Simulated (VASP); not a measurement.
# GaAs (Fm-3m) in VASP: notebook

Aim: see how the results for GaAs move with the level of theory and the settings. Levels: PBE, r2SCAN, HSE06. Tasks: single point, relaxation of cell and atoms.

All numbers are computed with VASP 6.6.1; they aren't measurements. Logs are shortened: lines on timing, memory, paths and dates and some standing lists are left out, and cuts for length are marked.

## Step 1: The crystal as given

It takes space group Fm-3m (No. 225, cubic). Conventional cell: a = 5.399 Å, b = 5.399 Å, c = 5.399 Å, α = 90.00°, β = 90.00°, γ = 90.00°. Ga (site symmetry m-3m) has 6 As at 2.70 Å as nearest neighbours. As (site symmetry m-3m) is surrounded by 6 Ga at 2.70 Å.

The cell was built by a generator and needn't be a form met in nature.

## Step 2: Single point, PBE

INCAR

```
PREC = Accurate
ENCUT = 520
EDIFF = 1E-7
ISMEAR = -1
SIGMA = 0.02
LREAL = False
LASPH = True
NELM = 100
ALGO = Normal
ISIF = 2
LWAVE = False
LCHARG = False
GGA = PE
NBANDS = 16
```

KPOINTS

```
regular mesh
0
Gamma
  8 8 8
```

POSCAR

```
GaAs
1.0
    0.0000000000      2.6993238816      2.6993238816
    2.6993238816      0.0000000000      2.6993238816
    2.6993238816      2.6993238816      0.0000000000
Ga As
1 1
Direct
    0.0000000000      0.0000000000      0.0000000000
    0.5000000000      0.5000000000      0.5000000000
```

Potentials or basis: VASP PAW PBE potentials, release 64 (Ga_d, As).

Launch:

```console
$ cat potpaw_PBE.64/Ga_d/POTCAR potpaw_PBE.64/As/POTCAR > POTCAR
$ mpirun -np 1 vasp_std > vasp.out
```

OUTCAR:

```text
PREC = Accurate
   ENCUT = 520
   EDIFF = 1E-7
   ISMEAR = -1
   LREAL = False
   LASPH = True
   NELM = 100
   ISIF = 2
   GGA = PE

 ion  position               nearest neighbor table
   1  0.000  0.000  0.000-   2 2.70   2 2.70   2 2.70   2 2.70   2 2.70   2 2.70
   2  0.500  0.500  0.500-   1 2.70   1 2.70   1 2.70   1 2.70   1 2.70   1 2.70

  LATTYP: Found a face centered cubic cell.
 ALAT       =     5.3986477632

  Lattice vectors:

 A1 = (   0.0000000000,   2.6993238816,   2.6993238816)
 A2 = (   2.6993238816,   0.0000000000,   2.6993238816)
 A3 = (   2.6993238816,   2.6993238816,   0.0000000000)

Analysis of symmetry for initial positions (statically):
=====================================================================
 Subroutine PRICEL returns:
 Original cell was already a primitive cell.

 Routine SETGRP: Setting up the symmetry group for a
 face centered cubic supercell.

 Subroutine GETGRP returns: Found 48 space group operations
 (whereof 48 operations were pure point group operations)
 out of a pool of 48 trial point group operations.

The static configuration has the point symmetry O_h .

Analysis of symmetry for dynamics (positions and initial velocities):
=====================================================================
 Subroutine PRICEL returns:
 Original cell was already a primitive cell.

 Routine SETGRP: Setting up the symmetry group for a
 face centered cubic supercell.

 Subroutine GETGRP returns: Found 48 space group operations
 (whereof 48 operations were pure point group operations)
 out of a pool of 48 trial point group operations.

The dynamic configuration has the point symmetry O_h .

 Subroutine INISYM returns: Found 48 space group operations
 (whereof 48 operations are pure point group operations),
 and found     1 'primitive' translations

----------------------------------------------------------------------------------------

                                     Primitive cell

  volume of cell :      39.3364

  direct lattice vectors                    reciprocal lattice vectors
     0.000000000  2.699323882  2.699323882    -0.185231570  0.185231570  0.185231570
     2.699323882  0.000000000  2.699323882     0.185231570 -0.185231570  0.185231570
     2.699323882  2.699323882  0.000000000     0.185231570  0.185231570 -0.185231570

  length of vectors
     3.817420443  3.817420443  3.817420443     0.320830490  0.320830490  0.320830490

  position of ions in fractional coordinates (direct lattice)
     0.000000000  0.000000000  0.000000000
     0.500000000  0.500000000  0.500000000

  ion indices of the primitive-cell ions
   primitive index   ion index
                 1           1
                 2           2

----------------------------------------------------------------------------------------

 KPOINTS: regular mesh

Automatic generation of k-mesh.
 Grid dimensions read from file:
 generate k-points for:    8    8    8

 Generating k-lattice:

  Cartesian coordinates                     Fractional coordinates (reciprocal lattice)
    -0.023153946  0.023153946  0.023153946     0.125000000  0.000000000  0.000000000
     0.023153946 -0.023153946  0.023153946     0.000000000  0.125000000  0.000000000
     0.023153946  0.023153946 -0.023153946     0.000000000  0.000000000  0.125000000

  Length of vectors
     0.040103811  0.040103811  0.040103811

  Shift w.r.t. Gamma in fractional coordinates (k-lattice)
     0.000000000  0.000000000  0.000000000

 Subroutine IBZKPT returns following result:
 ===========================================

 Found     29 irreducible k-points:

 Following reciprocal coordinates:
            Coordinates               Weight
  0.000000  0.000000  0.000000      1.000000
  0.125000  0.000000  0.000000      8.000000
  0.250000  0.000000  0.000000      8.000000
  0.375000  0.000000  0.000000      8.000000
  0.500000  0.000000  0.000000      4.000000
  0.125000  0.125000  0.000000      6.000000
[... 16 lines left out ...]
  0.500000  0.250000  0.125000     48.000000
 -0.375000  0.250000  0.125000     24.000000
 [... further k-points ...]
   k-points           NKPTS =     29   k-points in BZ     NKDIM =     29   number of bands    NBANDS=     16
   number of dos      NEDOS =    301   number of ions     NIONS =      2
   total plane-waves  NPLWV =  21952
   dimension x,y,z NGX =    28 NGY =   28 NGZ =   28
   dimension x,y,z NGXF=    56 NGYF=   56 NGZF=   56
   ions per type =               1   1
   NGX,Y,Z   is equivalent  to a cutoff of  12.19, 12.19, 12.19 a.u.
   NGXF,Y,Z  is equivalent  to a cutoff of  24.39, 24.39, 24.39 a.u.
 SYSTEM =  unknown system
   PREC   = accura    normal or accurate (medium, high low for compatibility)
   ISTART =      0    job   : 0-new  1-cont  2-samecut
   ICHARG =      2    charge: 1-file 2-atom 10-const
   ISPIN  =      1    spin polarized calculation?
   LNONCOLLINEAR =      F non collinear calculations
   LSORBIT =      F    spin-orbit coupling
   LASPH  =      T    aspherical Exc in radial PAW
   ENCUT  =  520.0 eV  38.22 Ry    6.18 a.u.   7.10  7.10  7.10*2*pi/ulx,y,z
   NELM   =    100;   NELMIN=  2; NELMDL= -5     # of ELM steps
   EDIFF  = 0.1E-06   stopping-criterion for ELM
   LREAL  =      F    real-space projection
   EDIFFG = 0.1E-05   stopping-criterion for IOM
   NSW    =      0    number of steps for IOM
   IBRION =     -1    ionic relax: 0-MD 1-quasi-New 2-CG
   NFREE  =      0    steps in history (QN), initial steepest desc. (CG)
   ISIF   =      2    stress and relaxation
   ISYM   =      2    0-nonsym 1-usesym 2-fastsym
   POTIM  = 0.5000    time-step for ionic-motion
   TEBEG  =    0.0;   TEEND  =   0.0 temperature during run
   PSTRESS=    0.0 pullay stress
   NELECT =      18.0000    total number of electrons
   NUPDOWN=      -1.0000    fix difference up-down
   EMIN   =  10.00;   EMAX   =-10.00  energy-range for DOS
   EFERMI =   0.00;   METHOD = LEGACY
   ISMEAR =    -1;   SIGMA  =   0.02  broadening in eV -4-tet -1-fermi 0-gaus
   EFERMI_NEDOS =   21; number of points for ismear=-14 and -15
   IALGO  =     38    algorithm
   IMIX   =      4    mixing-type and parameters
     AMIX     =   0.40;   BMIX     =  1.00
     AMIX_MAG =   1.60;   BMIX_MAG =  1.00
  volume/ion in A,a.u.               =      19.67       132.73
  Fermi-wavevector in a.u.,A,eV,Ry     =   1.261539  2.383963 21.653408  1.591481
  Thomas-Fermi vector in A             =   2.394993
   LORBIT       =      0    0 simple, 1 ext, 2 COOP (PROOUT), +10 PAW based schemes
   GGA     = PE    functional components
   LHFCALC =     F    Hartree Fock is set to
   AEXX    =    0.0000 exact exchange contribution
   IVDW    =     0    specifies the selected vdW correction
   LEPSILON=     F    determine dielectric tensor
   LRPA    =     F    only Hartree local field effects (RPA)
 non-spin polarized calculation
  energy-cutoff  :      520.00
  volume of cell :       39.34
 maximum number of plane-waves:      1068
   NGX = 15   NGY = 15   NGZ = 15

 number of electron      18.0000002 magnetization

 Free energy of the ion-electron system (eV)
  ---------------------------------------------------
  ext. energy  EPLUGINS =         0.00000000
  ---------------------------------------------------
  free energy    TOTEN  =        -7.63115551 eV

  energy without entropy =       -7.62800885  energy(sigma->0) =       -7.62958218

 E-fermi :   5.1725     XC(G=0): -10.5856

 val. band max:        5.1042513721   @ k =   0.5000   0.2500   0.0000
 cond. band min:       5.1922342859   @ k =   0.1250   0.0000   0.0000
 fundamental gap:      0.0879829137
 Fermi energy:         5.1725137889

 k-point     1 :       0.0000    0.0000    0.0000
  band No.  band energies     occupation
      1      -9.5314      2.00000
      2      -9.5314      2.00000
      3      -9.5114      2.00000
      4      -9.5114      2.00000
      5      -9.5114      2.00000
      6      -7.8893      2.00000
[... 8 lines left out ...]
     15      12.7616      0.00000
     16      12.7616      0.00000

 k-point     2 :       0.1250    0.0000    0.0000
  band No.  band energies     occupation
      1      -9.5350      2.00000
      2      -9.5350      2.00000
      3      -9.5119      2.00000
      4      -9.5078      2.00000
      5      -9.5078      2.00000
      6      -7.6843      2.00000
[... 8 lines left out ...]
     15      13.0316      0.00000
     16      13.0316      0.00000

 k-point     3 :       0.2500    0.0000    0.0000
  band No.  band energies     occupation
      1      -9.5454      2.00000
      2      -9.5454      2.00000
      3      -9.5140      2.00000
      4      -9.4975      2.00000
      5      -9.4975      2.00000
      6      -7.0902      2.00000
[... 8 lines left out ...]
     15      14.3455      0.00000
     16      14.3456      0.00000

 k-point     4 :       0.3750    0.0000    0.0000
  band No.  band energies     occupation
      1      -9.5564      2.00000
      2      -9.5564      2.00000
      3      -9.5169      2.00000
      4      -9.4866      2.00000
      5      -9.4866      2.00000
      6      -6.2258      2.00000
[... 8 lines left out ...]
     15      16.3621      0.00000
     16      16.3621      0.00000

 k-point     5 :       0.5000    0.0000    0.0000
  band No.  band energies     occupation
      1      -9.5610      2.00000
      2      -9.5610      2.00000
      3      -9.5183      2.00000
      4      -9.4820      2.00000
      5      -9.4820      2.00000
      6      -5.6571      2.00000
[... 8 lines left out ...]
     15      18.5170      0.00000
     16      18.5170      0.00000

 k-point     6 :       0.1250    0.1250    0.0000
  band No.  band energies     occupation
      1      -9.5458      2.00000
      2      -9.5287      2.00000
      3      -9.5146      2.00000
      4      -9.5058      2.00000
      5      -9.5058      2.00000
      6      -7.6123      2.00000
[... 8 lines left out ...]
     15      14.1277      0.00000
     16      14.1277      0.00000

 k-point     7 :       0.2500    0.1250    0.0000
  band No.  band energies     occupation
      1      -9.5636      2.00000
      2      -9.5321      2.00000
      3      -9.5160      2.00000
      4      -9.4997      2.00000
      5      -9.4963      2.00000
      6      -7.1395      2.00000
[... 8 lines left out ...]
     15      15.0788      0.00000
     16      15.2710      0.00000

 k-point     8 :       0.3750    0.1250    0.0000
  band No.  band energies     occupation
      1      -9.5773      2.00000
      2      -9.5431      2.00000
      3      -9.5153      2.00000
      4      -9.4934      2.00000
      5      -9.4851      2.00000
      6      -6.3448      2.00000
[... 8 lines left out ...]
     15      16.7787      0.00000
     16      17.1856      0.00000

 k-point     9 :       0.5000    0.1250    0.0000
  band No.  band energies     occupation
      1      -9.5803      2.00000
      2      -9.5536      2.00000
      3      -9.5145      2.00000
      4      -9.4882      2.00000
      5      -9.4805      2.00000
      6      -5.5764      2.00000
[... 8 lines left out ...]
     15      18.1090      0.00000
     16      18.5633      0.00000
[... 172 lines left out ...]
 k-point    19 :       0.5000    0.3750    0.0000
  band No.  band energies     occupation
      1      -9.6786      2.00000
      2      -9.5281      2.00000
      3      -9.5195      2.00000
      4      -9.4738      2.00000
      5      -9.4710      2.00000
      6      -4.9961      2.00000
[... 8 lines left out ...]
     15      19.7369      0.00000
     16      19.7539      0.00000

 k-point    20 :      -0.3750    0.3750    0.0000
  band No.  band energies     occupation
      1      -9.6558      2.00000
      2      -9.5318      2.00000
      3      -9.5181      2.00000
      4      -9.4826      2.00000
      5      -9.4737      2.00000
      6      -4.7969      2.00000
[... 8 lines left out ...]
     15      17.7372      0.00000
     16      18.2762      0.00000

 k-point    21 :       0.5000    0.5000    0.0000
  band No.  band energies     occupation
      1      -9.6984      2.00000
      2      -9.5330      2.00000
      3      -9.5132      2.00000
      4      -9.4680      2.00000
      5      -9.4680      2.00000
      6      -4.8132      2.00000
[... 8 lines left out ...]
     15      18.6632      0.00000
     16      21.1559      0.00000

 k-point    22 :       0.3750    0.2500    0.1250
  band No.  band energies     occupation
      1      -9.5866      2.00000
      2      -9.5353      2.00000
      3      -9.5166      2.00000
      4      -9.4914      2.00000
      5      -9.4911      2.00000
      6      -6.5550      2.00000
[... 8 lines left out ...]
     15      16.0325      0.00000
     16      17.7961      0.00000

 k-point    23 :       0.5000    0.2500    0.1250
  band No.  band energies     occupation
      1      -9.6019      2.00000
      2      -9.5442      2.00000
      3      -9.5121      2.00000
      4      -9.4919      2.00000
      5      -9.4819      2.00000
      6      -5.7345      2.00000
[... 8 lines left out ...]
     15      17.1304      0.00000
     16      18.0051      0.00000

 k-point    24 :      -0.3750    0.2500    0.1250
  band No.  band energies     occupation
      1      -9.6069      2.00000
      2      -9.5487      2.00000
      3      -9.5082      2.00000
      4      -9.4943      2.00000
      5      -9.4780      2.00000
      6      -5.2247      2.00000
[... 8 lines left out ...]
     15      15.4291      0.00000
     16      19.4365      0.00000

 [... further k-points ...]

------------------------ aborting loop because EDIFF is reached ----------------------------------------

  FORCE on cell =-STRESS in cart. coord.  units (eV):
  Direction    XX          YY          ZZ          XY          YZ          ZX
  --------------------------------------------------------------------------------------
  -------------------------------------------------------------------------------------
  Total        0.0466961      0.0466961      0.0466961     -0.0000000     -0.0000000     -0.0000000
  in kB        1.9019389      1.9019389      1.9019389     -0.0000000     -0.0000000     -0.0000000
  external PRESSURE =       1.9019389 kB  Pullay stress =       0.0000000 kB

 VOLUME and BASIS-vectors are now :
 -----------------------------------------------------------------------------
  energy-cutoff  :      520.00
  volume of cell :       39.34
      direct lattice vectors                 reciprocal lattice vectors
     0.000000000  2.699323882  2.699323882    -0.185231570  0.185231570  0.185231570
     2.699323882  0.000000000  2.699323882     0.185231570 -0.185231570  0.185231570
     2.699323882  2.699323882  0.000000000     0.185231570  0.185231570 -0.185231570

 POSITION                                       TOTAL-FORCE (eV/Angst)
 -----------------------------------------------------------------------------------
      0.00000      0.00000      0.00000         0.000000     -0.000000      0.000000
      2.69932      2.69932      2.69932        -0.000000      0.000000     -0.000000
 -----------------------------------------------------------------------------------
    total drift:                               -0.000000      0.000000      0.000000

  FREE ENERGIE OF THE ION-ELECTRON SYSTEM (eV)
  ---------------------------------------------------
  free  energy   TOTEN  =        -7.6311555144 eV

  energy  without entropy=       -7.6280088501  energy(sigma->0) =       -7.62958218
```

Wall time 23 s (1 thread of Intel Xeon Platinum 8488C (Sapphire Rapids), shared host); peak memory 0.16 GiB.

What came out:

| Item | Value |
| --- | --- |
| Free energy | -7.6312 eV |
| Pressure | 0.2 GPa |
| Band gap on the k mesh | none (metal or under the smearing width) |

[end of part 1 of 2]
